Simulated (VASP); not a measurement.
# VASP 6.6.1, PBE single-point calculation, Cu2O (strained database structure)

INCAR

```
IBRION = -1
LASPH = .TRUE.
NSW = 0
ISIF = 2
NELM = 120
SIGMA = 0.02
NBANDS = 37
EDIFF = 1E-7
GGA = PE
LREAL = .FALSE.
ISMEAR = -1
LWAVE = .FALSE.
LCHARG = .FALSE.
ENCUT = 520
PREC = Accurate
```

KPOINTS

```
KPOINTS created by Atomic Simulation Environment
0
Gamma
6 6 6
0 0 0
```

KPOINTS_OPT

```
special points
4
Reciprocal
0.0000000000 0.0000000000 0.0000000000 1
0.0000000000 0.5000000000 0.0000000000 1
0.5000000000 0.5000000000 0.0000000000 1
0.5000000000 0.5000000000 0.5000000000 1
```

POSCAR

```
Cu O
 1.0000000000000000
     4.2885411011999999    0.0000000000000000    0.0000000000000000
     0.0000000000000000    4.2885411011999999    0.0000000000000000
     0.0000000000000000    0.0000000000000000    4.2885411011999999
 Cu  O
   4   2
Cartesian
  1.0721352753000000  1.0721352753000000  3.2164058259000003
  3.2164058259000003  1.0721352753000000  1.0721352753000000
  1.0721352753000000  3.2164058259000003  1.0721352753000000
  3.2164058259000003  3.2164058259000003  3.2164058259000003
  2.1442705505999999  2.1442705505999999  2.1442705505999999
  0.0000000000000000  0.0000000000000000  0.0000000000000000
```

VASP ran with the recommended PBE PAW datasets (56 valence electrons in the cell).

Command

```
mpirun -np 1 vasp_std
```

From OUTCAR

```
k-points           NKPTS =     20   k-points in BZ     NKDIM =     20   number of bands    NBANDS=     37

   NELECT =      56.0000    total number of electrons

   dimension x,y,z NGX =    32 NGY =   32 NGZ =   32
   dimension x,y,z NGXF=    64 NGYF=   64 NGZF=   64

  energy-cutoff  :      520.00
  volume of cell :       78.87
      direct lattice vectors                 reciprocal lattice vectors
     4.288541101  0.000000000  0.000000000     0.233179530  0.000000000  0.000000000
     0.000000000  4.288541101  0.000000000     0.000000000  0.233179530  0.000000000
     0.000000000  0.000000000  4.288541101     0.000000000  0.000000000  0.233179530

 k-points in reciprocal lattice and weights: KPOINTS created by Atomic Simulation Env
   0.00000000  0.00000000  0.00000000       0.005
   0.16666667  0.00000000  0.00000000       0.028
   0.33333333  0.00000000  0.00000000       0.028
   0.50000000  0.00000000  0.00000000       0.014
   0.16666667  0.16666667  0.00000000       0.056
   0.33333333  0.16666667  0.00000000       0.111
   0.50000000  0.16666667  0.00000000       0.056
   0.33333333  0.33333333  0.00000000       0.056
   ...

 E-fermi :   4.8110

 k-point     1 :       0.0000    0.0000    0.0000
  band No.  band energies     occupation
      1     -15.4442      2.00000
      2     -14.7437      2.00000
      3      -2.5249      2.00000
      4      -2.5249      2.00000
      5      -2.5249      2.00000
      6      -0.1872      2.00000
      7      -0.1461      2.00000
      8      -0.1461      2.00000
      9      -0.1461      2.00000
     10       1.6248      2.00000
     11       1.6248      2.00000
     12       1.7499      2.00000
     13       1.7499      2.00000
     14       1.7499      2.00000
     15       2.5934      2.00000
     16       2.5934      2.00000
     17       2.7023      2.00000
     18       2.7023      2.00000
     19       2.7023      2.00000
     20       2.8433      2.00000
     21       2.8433      2.00000
     22       2.8433      2.00000
     23       3.0235      2.00000
     24       3.0235      2.00000
     25       3.0235      2.00000
     26       4.5512      2.00000
     27       4.5512      2.00000
     28       4.5512      2.00000
     29       5.0459      0.00002
     30       5.8717      0.00000
     31       5.8717      0.00000
     32      12.3811      0.00000
     33      12.3811      0.00000
     34      12.3811      0.00000
     35      13.8160      0.00000
     36      13.8160      0.00000
     37      13.8160      0.00000

 k-point     2 :       0.1667    0.0000    0.0000
  band No.  band energies     occupation
      1     -15.3962      2.00000
      2     -14.7896      2.00000
      3      -2.4587      2.00000
      4      -2.4249      2.00000
      5      -2.4249      2.00000
      6      -0.7330      2.00000
      7      -0.3982      2.00000
      8      -0.3982      2.00000
      9       0.2652      2.00000
     10       1.6723      2.00000
     11       1.7520      2.00000
     12       1.7772      2.00000
     13       1.9340      2.00000
     14       1.9340      2.00000
     15       2.5825      2.00000
     16       2.6122      2.00000
     17       2.6456      2.00000
     18       2.7393      2.00000
     19       2.7393      2.00000
     20       2.7559      2.00000
     21       2.8964      2.00000
     22       2.8968      2.00000
     23       2.8968      2.00000
     24       3.0025      2.00000
     25       3.0025      2.00000
     26       3.7383      2.00000
     27       4.4854      2.00000
     28       4.4854      2.00000
     29       5.2870      0.00000
     30       6.2934      0.00000
     31       6.7262      0.00000
     32      11.9285      0.00000
     33      12.2548      0.00000
     34      12.2548      0.00000
     35      12.5050      0.00000
     36      13.2392      0.00000
     37      13.2392      0.00000

 k-point     3 :       0.3333    0.0000    0.0000
  band No.  band energies     occupation
      1     -15.2665      2.00000
      2     -14.9155      2.00000
      3      -2.2501      2.00000
      4      -2.1565      2.00000
      5      -2.1565      2.00000
      6      -1.3534      2.00000
      7      -0.8955      2.00000
      8      -0.8955      2.00000
      9       0.7112      2.00000
     10       1.6652      2.00000
     11       1.8181      2.00000
     12       2.0387      2.00000
     13       2.2399      2.00000
     14       2.2399      2.00000
     15       2.4099      2.00000
     16       2.4726      2.00000
     17       2.5575      2.00000
     18       2.6639      2.00000
     19       2.6929      2.00000
     20       2.6929      2.00000
     21       2.8110      2.00000
     22       2.8810      2.00000
     23       2.9308      2.00000
     24       2.9308      2.00000
     25       3.1866      2.00000
     26       3.1866      2.00000
     27       4.3090      2.00000
     28       4.3090      2.00000
     29       5.9419      0.00000
     30       7.2806      0.00000
     31       7.3472      0.00000
     32      10.5598      0.00000
     33      12.0022      0.00000
     34      12.0022      0.00000
     35      12.1437      0.00000
     36      12.4860      0.00000
     37      12.4860      0.00000

 k-point     4 :       0.5000    0.0000    0.0000
  band No.  band energies     occupation
      1     -15.0900      2.00000
      2     -15.0900      2.00000
      3      -1.9281      2.00000
      4      -1.9281      2.00000
      5      -1.8806      2.00000
      6      -1.8806      2.00000
      7      -1.2164      2.00000
      8      -1.2164      2.00000
      9       1.2495      2.00000
     10       1.2495      2.00000
     11       2.0671      2.00000
     12       2.0671      2.00000
     13       2.2484      2.00000
     14       2.2484      2.00000
     15       2.4369      2.00000
     16       2.4369      2.00000
     17       2.5778      2.00000
     18       2.5778      2.00000
     19       2.5853      2.00000
     20       2.5853      2.00000
     21       2.7357      2.00000
     22       2.7357      2.00000
     23       2.9138      2.00000
     24       2.9138      2.00000
     25       3.3889      2.00000
     26       3.3889      2.00000
     27       4.1708      2.00000
     28       4.1708      2.00000
     29       6.7728      0.00000
     30       6.7728      0.00000
     31       8.8019      0.00000
     32       8.8019      0.00000
     33      11.8744      0.00000
     34      11.8744      0.00000
     35      12.2037      0.00000
     36      12.2037      0.00000
     37      13.7641      0.00000

 k-point     5 :       0.1667    0.1667    0.0000
  band No.  band energies     occupation
      1     -15.3538      2.00000
      2     -14.8280      2.00000
      3      -2.5487      2.00000
      4      -2.3415      2.00000
      5      -2.1885      2.00000
      6      -1.1205      2.00000
      7      -0.5776      2.00000
      8      -0.3788      2.00000
      9       0.3911      2.00000
     10       1.7156      2.00000
     11       1.8031      2.00000
     12       1.8565      2.00000
     13       1.9781      2.00000
     14       2.0762      2.00000
     15       2.5713      2.00000
     16       2.5920      2.00000
     17       2.6267      2.00000
     18       2.6569      2.00000
     19       2.7852      2.00000
     20       2.8250      2.00000
     21       2.8446      2.00000
     22       2.8537      2.00000
     23       2.8917      2.00000
     24       2.9394      2.00000
     25       3.0039      2.00000
     26       3.6439      2.00000
     27       4.1540      2.00000
     28       4.4231      2.00000
     29       5.5103      0.00000
     30       6.7583      0.00000
     31       7.0976      0.00000
     32      11.0980      0.00000
     33      11.3262      0.00000
     34      12.1616      0.00000
     35      12.6319      0.00000
     36      13.2585      0.00000
     37      13.4358      0.00000

 ...

  Total        0.7590980      0.7590980      0.7590980      0.0000000      0.0000000      0.0000000
  in kB       15.4198337     15.4198337     15.4198337      0.0000000      0.0000000      0.0000000
  external PRESSURE =      15.4198337 kB  Pullay stress =       0.0000000 kB

 POSITION                                       TOTAL-FORCE (eV/Angst)
 -----------------------------------------------------------------------------------
      1.07214      1.07214      3.21641        -0.000000      0.000000     -0.000000
      3.21641      1.07214      1.07214        -0.000000     -0.000000     -0.000000
      1.07214      3.21641      1.07214         0.000000      0.000000      0.000000
      3.21641      3.21641      3.21641         0.000000     -0.000000     -0.000000
      2.14427      2.14427      2.14427         0.000000     -0.000000      0.000000
      0.00000      0.00000      0.00000         0.000000     -0.000000      0.000000
 -----------------------------------------------------------------------------------
    total drift:                               -0.000000      0.000000     -0.000000

  FREE ENERGIE OF THE ION-ELECTRON SYSTEM (eV)
  ---------------------------------------------------
  free  energy   TOTEN  =       -27.2821070151 eV

  energy  without entropy=      -27.2821069752  energy(sigma->0) =      -27.28210700
```

The gap between bands v and c is 0.49 eV and the least direct gap is 0.49 eV. The pressure is 1.5 GPa.

Band v is the last that the valence electrons fill when counted band by band, and c is the next.

The run took about 53 s on one core of a shared host (Intel Xeon Platinum 8488C) and held 0.21 GiB at most.
